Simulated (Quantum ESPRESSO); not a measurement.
# Li (P6_3/mmc) in Quantum ESPRESSO: settings compared, part 2 of 2

Quantum ESPRESSO 7.5.

## 3. Phonons and electron-phonon coupling, PBE

The input, pw.in:

```
&CONTROL
  calculation = 'scf'
  prefix = 'pwscf'
  outdir = './tmp'
  pseudo_dir = './pseudo'
  tprnfor = .true.
  tstress = .true.
  disk_io = 'low'
/
&SYSTEM
  ibrav = 0
  celldm(1) = 8
  nat = 2
  ntyp = 1
  ecutwfc = 45
  ecutrho = 360
  nbnd = 8
  occupations = 'smearing'
  smearing = 'mp'
  degauss = 0.01999163
/
&ELECTRONS
  conv_thr = 4d-10
  electron_maxstep = 120
  mixing_beta = 0.5
/
ATOMIC_SPECIES
Li     6.9400 li_pbe_v1.4.uspp.F.UPF
CELL_PARAMETERS alat
  0.7348672467138   0.0000000000000   0.0000000000000
 -0.3674336233569   0.6364137040696   0.0000000000000
  0.0000000000000   0.0000000000000   1.2030468940899
ATOMIC_POSITIONS crystal
Li     0.6666666667    0.3333333333    0.7500000000
Li     0.3333333333    0.6666666667    0.2500000000
K_POINTS automatic
8 8 4 0 0 0
```

The input, relax.in:

```
&CONTROL
  calculation = 'vc-relax'
  prefix = 'pwscf'
  outdir = './tmp'
  pseudo_dir = './pseudo'
  tprnfor = .true.
  tstress = .true.
  disk_io = 'low'
  nstep = 40
  forc_conv_thr = 0.0001
  etot_conv_thr = 1d-06
/
&SYSTEM
  ibrav = 0
  celldm(1) = 8
  nat = 2
  ntyp = 1
  ecutwfc = 45
  ecutrho = 360
  nbnd = 8
  occupations = 'smearing'
  smearing = 'mp'
  degauss = 0.01999163
/
&ELECTRONS
  conv_thr = 4d-10
  electron_maxstep = 120
  mixing_beta = 0.5
/
&IONS
  ion_dynamics = 'bfgs'
/
&CELL
  cell_dynamics = 'bfgs'
  press = 0
  press_conv_thr = 0.2
/
ATOMIC_SPECIES
Li     6.9400 li_pbe_v1.4.uspp.F.UPF
CELL_PARAMETERS alat
  0.7348672467138   0.0000000000000   0.0000000000000
 -0.3674336233569   0.6364137040696   0.0000000000000
  0.0000000000000   0.0000000000000   1.2030468940899
ATOMIC_POSITIONS crystal
Li     0.6666666667    0.3333333333    0.7500000000
Li     0.3333333333    0.6666666667    0.2500000000
K_POINTS automatic
8 8 4 0 0 0
```

The input, scf2.in:

```
&CONTROL
  calculation = 'scf'
  prefix = 'pwscf'
  outdir = './tmp'
  pseudo_dir = './pseudo'
  tprnfor = .true.
  tstress = .true.
  disk_io = 'low'
/
&SYSTEM
  ibrav = 0
  celldm(1) = 8
  nat = 2
  ntyp = 1
  ecutwfc = 45
  ecutrho = 360
  nbnd = 8
  occupations = 'smearing'
  smearing = 'mp'
  degauss = 0.01999163
/
&ELECTRONS
  conv_thr = 1d-13
  electron_maxstep = 120
  mixing_beta = 0.5
  startingpot = 'file'
  startingwfc = 'file'
/
ATOMIC_SPECIES
Li     6.9400 li_pbe_v1.4.uspp.F.UPF
CELL_PARAMETERS alat
  0.7294722575153   0.0000000000068   0.0000000000000
 -0.3647361287636   0.6317415063609   0.0000000000000
  0.0000000000000   0.0000000000000   1.1599087175638
ATOMIC_POSITIONS crystal
Li     0.6666666666    0.3333333332    0.7500000000
Li     0.3333333332    0.6666666666    0.2500000000
K_POINTS automatic
8 8 4 0 0 0
```

The input, dense.in:

```
&CONTROL
  calculation = 'scf'
  prefix = 'pwscf'
  outdir = './tmp'
  pseudo_dir = './pseudo'
  tprnfor = .true.
  tstress = .true.
  disk_io = 'low'
/
&SYSTEM
  ibrav = 0
  celldm(1) = 8
  nat = 2
  ntyp = 1
  ecutwfc = 45
  ecutrho = 360
  nbnd = 8
  occupations = 'smearing'
  smearing = 'mp'
  degauss = 0.01999163
  la2F = .true.
/
&ELECTRONS
  conv_thr = 1d-12
  electron_maxstep = 120
  mixing_beta = 0.5
  startingpot = 'file'
/
ATOMIC_SPECIES
Li     6.9400 li_pbe_v1.4.uspp.F.UPF
CELL_PARAMETERS alat
  0.7294722575153   0.0000000000068   0.0000000000000
 -0.3647361287636   0.6317415063609   0.0000000000000
  0.0000000000000   0.0000000000000   1.1599087175638
ATOMIC_POSITIONS crystal
Li     0.6666666666    0.3333333332    0.7500000000
Li     0.3333333332    0.6666666666    0.2500000000
K_POINTS automatic
24 24 12 0 0 0
```

The input, scf3.in:

```
&CONTROL
  calculation = 'scf'
  prefix = 'pwscf'
  outdir = './tmp'
  pseudo_dir = './pseudo'
  tprnfor = .true.
  tstress = .true.
  disk_io = 'low'
/
&SYSTEM
  ibrav = 0
  celldm(1) = 8
  nat = 2
  ntyp = 1
  ecutwfc = 45
  ecutrho = 360
  nbnd = 8
  occupations = 'smearing'
  smearing = 'mp'
  degauss = 0.01999163
/
&ELECTRONS
  conv_thr = 1d-12
  electron_maxstep = 120
  mixing_beta = 0.5
  startingpot = 'file'
/
ATOMIC_SPECIES
Li     6.9400 li_pbe_v1.4.uspp.F.UPF
CELL_PARAMETERS alat
  0.7294722575153   0.0000000000068   0.0000000000000
 -0.3647361287636   0.6317415063609   0.0000000000000
  0.0000000000000   0.0000000000000   1.1599087175638
ATOMIC_POSITIONS crystal
Li     0.6666666666    0.3333333332    0.7500000000
Li     0.3333333332    0.6666666666    0.2500000000
K_POINTS automatic
8 8 4 0 0 0
```

The input, ph.in:

```
phonon_bands of Li
&INPUTPH
  prefix = 'pwscf'
  outdir = './tmp'
  tr2_ph = 1d-18
  fildyn = 'dyn'
  niter_ph = 90
  alpha_mix(1) = 0.4
  ldisp = .true.
  nq1 = 4
  nq2 = 4
  nq3 = 2
  electron_phonon = 'interpolated'
  el_ph_sigma = 0.005
  el_ph_nsigma = 10
  fildvscf = 'dvscf'
/
```

The input, q2r.in:

```
&INPUT
  fildyn = 'dyn'
  zasr = 'crystal'
  flfrc = 'fc'
  la2F = .true.
/
```

The input, matdyn.in:

```
&INPUT
  asr = 'crystal'
  flfrc = 'fc'
  flfrq = 'freq'
  q_in_cryst_coord = .true.
  flvec = ' '
/
80
 0.0000000000  0.0000000000  0.0000000000
 0.0500000000  0.0000000000  0.0000000000
 0.1000000000  0.0000000000  0.0000000000
 0.1500000000  0.0000000000  0.0000000000
 0.2000000000  0.0000000000  0.0000000000
 0.2500000000  0.0000000000  0.0000000000
 0.3000000000  0.0000000000  0.0000000000
 0.3500000000  0.0000000000  0.0000000000
 0.4000000000  0.0000000000  0.0000000000
 0.4500000000  0.0000000000  0.0000000000
 0.5000000000  0.0000000000  0.0000000000
 0.4722222222  0.0555555556  0.0000000000
 0.4444444444  0.1111111111  0.0000000000
 0.4166666667  0.1666666667  0.0000000000
 0.3888888889  0.2222222222  0.0000000000
 0.3611111111  0.2777777778  0.0000000000
 0.3333333333  0.3333333333  0.0000000000
 0.3055555556  0.3055555556  0.0000000000
 0.2777777778  0.2777777778  0.0000000000
 0.2500000000  0.2500000000  0.0000000000
 0.2222222222  0.2222222222  0.0000000000
 0.1944444444  0.1944444444  0.0000000000
 0.1666666667  0.1666666667  0.0000000000
 0.1388888889  0.1388888889  0.0000000000
 0.1111111111  0.1111111111  0.0000000000
 0.0833333333  0.0833333333  0.0000000000
 0.0555555556  0.0555555556  0.0000000000
 0.0277777778  0.0277777778  0.0000000000
 0.0000000000  0.0000000000  0.0000000000
 0.0000000000  0.0000000000  0.1000000000
 0.0000000000  0.0000000000  0.2000000000
 0.0000000000  0.0000000000  0.3000000000
 0.0000000000  0.0000000000  0.4000000000
 0.0000000000  0.0000000000  0.5000000000
 0.0454545455  0.0000000000  0.5000000000
 0.0909090909  0.0000000000  0.5000000000
 0.1363636364  0.0000000000  0.5000000000
 0.1818181818  0.0000000000  0.5000000000
 0.2272727273  0.0000000000  0.5000000000
 0.2727272727  0.0000000000  0.5000000000
 0.3181818182  0.0000000000  0.5000000000
 0.3636363636  0.0000000000  0.5000000000
 0.4090909091  0.0000000000  0.5000000000
 0.4545454545  0.0000000000  0.5000000000
 0.5000000000  0.0000000000  0.5000000000
 0.4722222222  0.0555555556  0.5000000000
 0.4444444444  0.1111111111  0.5000000000
 0.4166666667  0.1666666667  0.5000000000
 0.3888888889  0.2222222222  0.5000000000
 0.3611111111  0.2777777778  0.5000000000
 0.3333333333  0.3333333333  0.5000000000
 0.3095238095  0.3095238095  0.5000000000
 0.2857142857  0.2857142857  0.5000000000
 0.2619047619  0.2619047619  0.5000000000
 0.2380952381  0.2380952381  0.5000000000
 0.2142857143  0.2142857143  0.5000000000
 0.1904761905  0.1904761905  0.5000000000
 0.1666666667  0.1666666667  0.5000000000
 0.1428571429  0.1428571429  0.5000000000
 0.1190476190  0.1190476190  0.5000000000
 0.0952380952  0.0952380952  0.5000000000
 0.0714285714  0.0714285714  0.5000000000
 0.0476190476  0.0476190476  0.5000000000
 0.0238095238  0.0238095238  0.5000000000
 0.0000000000  0.0000000000  0.5000000000
 0.5000000000  0.0000000000  0.5000000000
 0.5000000000  0.0000000000  0.4166666667
 0.5000000000  0.0000000000  0.3333333333
 0.5000000000  0.0000000000  0.2500000000
 0.5000000000  0.0000000000  0.1666666667
 0.5000000000  0.0000000000  0.0833333333
 0.5000000000  0.0000000000  0.0000000000
 0.3333333333  0.3333333333  0.0000000000
 0.3333333333  0.3333333333  0.0714285714
 0.3333333333  0.3333333333  0.1428571429
 0.3333333333  0.3333333333  0.2142857143
 0.3333333333  0.3333333333  0.2857142857
 0.3333333333  0.3333333333  0.3571428571
 0.3333333333  0.3333333333  0.4285714286
 0.3333333333  0.3333333333  0.5000000000
```

The input, matdyn_dos.in:

```
&INPUT
  asr = 'crystal'
  flfrc = 'fc'
  dos = .true.
  fldos = 'phdos'
  nk1 = 12
  nk2 = 12
  nk3 = 8
  deltaE = 1
  flvec = ' '
  flfrq = ' '
/
```

The input, matdyn_a2f.in:

```
&INPUT
  asr = 'crystal'
  flfrc = 'fc'
  la2F = .true.
  dos = .true.
  fldos = 'dos2'
  nk1 = 10
  nk2 = 10
  nk3 = 6
  ndos = 60
  el_ph_nsigma = 10
  flfrq = 'dosfreq2'
  flvec = ' '
/
```

The input, matdyn_mesh.in:

```
&INPUT
  asr = 'crystal'
  flfrc = 'fc'
  flfrq = 'mesh'
  q_in_cryst_coord = .true.
  flvec = ' '
/
600
 0.05000000  0.05000000  0.08333333
 0.05000000  0.05000000  0.25000000
 0.05000000  0.05000000  0.41666667
[... 597 further points of the even 10 x 10 x 6 mesh, shifted by half a step ...]
```

Potentials or basis: GBRV 1.5 PBE.

On the command line:

```sh
$ OMP_NUM_THREADS=1 mpirun -n 4 pw.x -nk 4 -in pw.in > pw.out
$ OMP_NUM_THREADS=1 mpirun -n 4 pw.x -nk 4 -in relax.in > relax.out
$ OMP_NUM_THREADS=1 mpirun -n 4 pw.x -nk 4 -in scf2.in > scf2.out
$ OMP_NUM_THREADS=1 mpirun -n 4 pw.x -nk 4 -in dense.in > dense.out
$ OMP_NUM_THREADS=1 mpirun -n 4 pw.x -nk 4 -in scf3.in > scf3.out
$ OMP_NUM_THREADS=1 mpirun -n 4 ph.x -nk 4 -in ph.in > ph.out
$ OMP_NUM_THREADS=1 mpirun -n 1 q2r.x -in q2r.in > q2r.out
$ OMP_NUM_THREADS=1 mpirun -n 1 matdyn.x -in matdyn.in > matdyn.out
$ OMP_NUM_THREADS=1 mpirun -n 1 matdyn.x -in matdyn_dos.in > matdyn_dos.out
$ OMP_NUM_THREADS=1 mpirun -n 1 matdyn.x -in matdyn_a2f.in > matdyn_a2f.out
$ OMP_NUM_THREADS=1 mpirun -n 1 matdyn.x -in matdyn_mesh.in > matdyn_mesh.out
```

pw.out:

```text
This program is part of the open-source Quantum ESPRESSO suite
     for quantum simulation of materials; please cite
[... 6 lines left out ...]
     using ibrav=0 with symmetry is DISCOURAGED, use correct ibrav instead

     K-points division:     npool     =       4
     Subspace diagonalization in iterative solution of the eigenvalue problem:
     a serial algorithm will be used

     G-vector sticks info
     --------------------
     sticks:   dense  smooth     PW     G-vecs:    dense   smooth      PW
     Sum         847     433    127                33245    11777    1985

     Using Slab Decomposition

     bravais-lattice index     =            0
     lattice parameter (alat)  =       8.0000  a.u.
     unit-cell volume          =     288.0719 (a.u.)^3
     number of atoms/cell      =            2
     number of atomic types    =            1
     number of electrons       =         6.00
[... 205 lines left out ...]

   -45.8016 -45.7983   0.9431   1.7489   4.6634   4.7510   9.1371   9.2903

          k = 0.0000-0.7857-0.4156 (  1472 PWs)   bands (ev):

   -45.8000 -45.8000   1.4625   1.4625   4.1107   4.1107  10.2810  10.2811

          k = 0.1701 0.2946 0.0000 (  1473 PWs)   bands (ev):

   -45.8117 -45.8000  -1.9856   1.7279   3.7831   8.8473   9.5998  13.1394
[... 53 lines left out ...]
          k = 0.3402 0.7857-0.4156 (  1454 PWs)   bands (ev):

   -45.7989 -45.7989   2.3870   2.3870   3.8938   3.8938   7.0422   7.0422

     the Fermi energy is     0.6668 ev

!    total energy              =     -28.94367484 Ry
     estimated scf accuracy    <          3.4E-10 Ry
     smearing contrib. (-TS)   =      -0.00065534 Ry
     internal energy E=F+TS    =     -28.94301950 Ry

     The total energy is F=E-TS. E is the sum of the following terms:
     one-electron contribution =     -19.68491570 Ry
     hartree contribution      =       7.39925630 Ry
     xc contribution           =      -6.73980299 Ry
     ewald contribution        =      -9.91755710 Ry

     convergence has been achieved in   9 iterations

     Forces acting on atoms (cartesian axes, Ry/au):

     atom    1 type  1   force =     0.00000000    0.00000000    0.00000000
     atom    2 type  1   force =    -0.00000000   -0.00000000    0.00000000

     Total force =     0.000000     Total SCF correction =     0.000000

     Computing stress (Cartesian axis) and pressure

          total   stress  (Ry/bohr**3)                   (kbar)     P=       -6.35
  -0.00003367  -0.00000000  -0.00000000           -4.95       -0.00       -0.00
  -0.00000000  -0.00003367   0.00000000           -0.00       -4.95        0.00
  -0.00000000  -0.00000000  -0.00006223           -0.00       -0.00       -9.15

=------------------------------------------------------------------------------=
   JOB DONE.
=------------------------------------------------------------------------------=
```

Run time: 12 min. Hardware: 4 MPI ranks of Intel Xeon at 2.50GHz (Skylake/Cascade Lake), shared host; peak memory 0.48 GiB.

What came out:

```yaml
Free_energy: -393.8041 eV
Relaxed_volume: 20.28 Å³/atom
Relaxed_cell: a = 3.088 Å, b = 3.088 Å, c = 4.910 Å, α = 90.00°, β = 90.00°, γ = 120.00°
Space_group_after_relaxing_to_0.05_Å: P6_3/mmc (No. 194)
Pressure_after_relaxing: 0.0 GPa
Band_gap_on_the_k_mesh: none (metal or under the smearing width)
Highest_phonon_frequency: 329 cm⁻¹
Zero-point_energy: 0.040 eV/atom
```

Step by step:
```
step  energy change (eV)  largest force (eV/Å)  pressure (GPa)  volume (Å³)
   1              0.0000                0.0000           -0.64        42.69
   2             -0.0006                0.0000           -0.59        42.55
   3             -0.0014                0.0000           -0.54        42.35
   4             -0.0024                0.0000           -0.45        42.04
   5             -0.0037                0.0000           -0.32        41.60
   6             -0.0048                0.0000           -0.12        40.96
   7             -0.0051                0.0000            0.05        40.45
   8             -0.0051                0.0000            0.05        40.45
   9             -0.0051                0.0000            0.05        40.45
  10             -0.0051                0.0000            0.04        40.46
  11             -0.0052                0.0000            0.04        40.47
  12             -0.0053                0.0000            0.03        40.48
  13             -0.0053                0.0000            0.02        40.50
  14             -0.0054                0.0000            0.01        40.54
  15             -0.0054                0.0000            0.00        40.56
```

Final structure:
```
CELL_PARAMETERS angstrom
3.08816 0.00000 0.00000
-1.54408 2.67443 0.00000
0.00000 0.00000 4.91038
ATOMIC_POSITIONS crystal
Li 0.66667 0.33333 0.75000
Li 0.33333 0.66667 0.25000
```

Phonon frequencies in cm⁻¹ (negative: imaginary):
```csv
q point,frequencies
"(0.000, 0.000, 0.000)",0 0 0 129 129 329
"(0.350, 0.000, 0.000)",107 153 225 244 299 300
"(0.389, 0.222, 0.000)",215 225 271 285 288 290
"(0.194, 0.194, 0.000)",151 164 195 247 288 298
"(0.000, 0.000, 0.000)",0 0 0 129 129 329
"(0.091, 0.000, 0.500)",98 98 125 125 224 224
"(0.409, 0.000, 0.500)",177 177 180 180 313 313
"(0.361, 0.278, 0.500)",144 144 270 270 328 328
"(0.190, 0.190, 0.500)",152 152 221 221 282 282
"(0.024, 0.024, 0.500)",92 92 99 99 222 222
"(0.500, 0.000, 0.083)",123 184 244 284 306 312
"(0.333, 0.333, 0.357)",162 162 268 279 324 324
```

Phonon frequencies at the corners of the path (cm⁻¹, interpolated; i marks imaginary ones):
| point | frequencies |
| --- | --- |
| Γ | 0 0 0 129 129 329 |
| M | 120 188 246 296 304 305 |
| K | 259 259 259 273 273 286 |
| A | 91 91 91 91 222 222 |
| L | 175 175 184 184 322 322 |
| H | 144 144 274 274 329 329 |

Phonon states per cell in windows of 20 cm⁻¹ (negative: imaginary):
```
from (cm⁻¹)  total
          0   0.00
         20   0.02
         40   0.04
         60   0.08
         80   0.14
        100   0.23
        120   0.42
        140   0.62
        160   0.51
        180   0.46
        200   0.50
        220   0.53
        240   0.52
        260   0.46
        280   0.50
        300   0.75
        320   0.23
```

Harmonic thermodynamics per atom at this volume (zero-point energy 40.2 meV, Debye temperature from the second moment 422 K):
| T (K) | free energy (meV) | entropy (k_B) | heat capacity Cv (k_B) |
| --- | --- | --- | --- |
| 50 | 40.0 | 0.17 | 0.45 |
| 100 | 38.0 | 0.80 | 1.47 |
| 200 | 24.9 | 2.19 | 2.43 |
| 298.15 | 1.8 | 3.22 | 2.72 |
| 500 | -67.9 | 4.68 | 2.90 |
| 800 | -208.1 | 6.06 | 2.96 |

Electron-phonon coupling by broadening of the double delta (levels on a 24 × 24 × 12 mesh):
```tsv
broadening (eV)	λ	N(E_F) (states/eV a spin and cell)	ω_log (K)	Tc, μ* 0.10 (K)	Tc, μ* 0.13 (K)
0.07	0.56	0.496	221	4.1	2.8
0.14	0.45	0.498	225	1.7	0.9
0.20	0.42	0.486	225	1.2	0.5
0.27	0.40	0.476	225	0.9	0.4
0.34	0.38	0.469	225	0.7	0.3
0.41	0.37	0.463	225	0.6	0.2
0.48	0.36	0.458	225	0.5	0.2
0.54	0.36	0.454	225	0.5	0.2
0.61	0.35	0.450	225	0.4	0.1
0.68	0.35	0.447	225	0.4	0.1
```

The same from a weighted sum over the computed q points, without interpolation:
```
broadening (eV)     λ  ω_log (K)  Tc, μ* 0.10 (K)  Tc, μ* 0.13 (K)
           0.07  0.56        243              4.3              2.9
           0.14  0.44        246              1.7              0.9
           0.20  0.40        248              1.1              0.5
           0.27  0.38        248              0.8              0.3
           0.34  0.37        248              0.6              0.2
           0.41  0.36        248              0.5              0.2
           0.48  0.35        248              0.4              0.1
           0.54  0.35        247              0.4              0.1
           0.61  0.34        246              0.4              0.1
           0.68  0.34        245              0.4              0.1
```

Eliashberg function at a broadening of 0.27 eV:
| cm⁻¹ | α²F |
| --- | --- |
| 8 | 0.000 |
| 25 | 0.005 |
| 42 | 0.009 |
| 59 | 0.016 |
| 75 | 0.027 |
| 92 | 0.047 |
| 109 | 0.073 |
| 126 | 0.113 |
| 142 | 0.215 |
| 159 | 0.173 |
| 176 | 0.130 |
| 193 | 0.122 |
| 209 | 0.148 |
| 226 | 0.161 |
| 243 | 0.155 |
| 260 | 0.149 |
| 276 | 0.157 |
| 293 | 0.143 |
| 310 | 0.191 |
| 326 | 0.070 |

Coupling and linewidth of each mode at the computed q points (broadening 0.27 eV):
```
                   q                     cm⁻¹                 λ of the modes   linewidths (GHz)
 (0.00, 0.00, -0.50)      91 91 91 91 222 222  0.13 0.12 0.12 0.12 0.05 0.05      6 5 6 5 14 14
  (0.00, 0.25, 0.00)   80 107 183 195 261 303  0.14 0.08 0.13 0.06 0.02 0.05     5 5 24 13 8 24
 (0.00, 0.25, -0.50)  138 138 191 191 257 257  0.15 0.15 0.04 0.03 0.05 0.05    16 16 7 7 19 19
 (0.00, -0.50, 0.00)  120 188 246 296 304 305  0.08 0.04 0.03 0.06 0.00 0.02     6 7 11 29 1 10
(0.00, -0.50, -0.50)  175 175 184 184 322 322  0.10 0.11 0.10 0.11 0.04 0.04  18 19 19 20 26 24
  (0.25, 0.25, 0.00)  200 211 235 273 292 300  0.02 0.02 0.04 0.07 0.03 0.02    4 4 12 30 12 12
 (0.25, 0.25, -0.50)  150 150 250 250 314 314  0.07 0.07 0.04 0.04 0.04 0.04    9 9 15 15 21 21
```

Caveat: the mesh is thin for the phonons of a metal; λ from interpolated matrix elements is rough: modes that symmetry makes equal can differ by tens of percent.
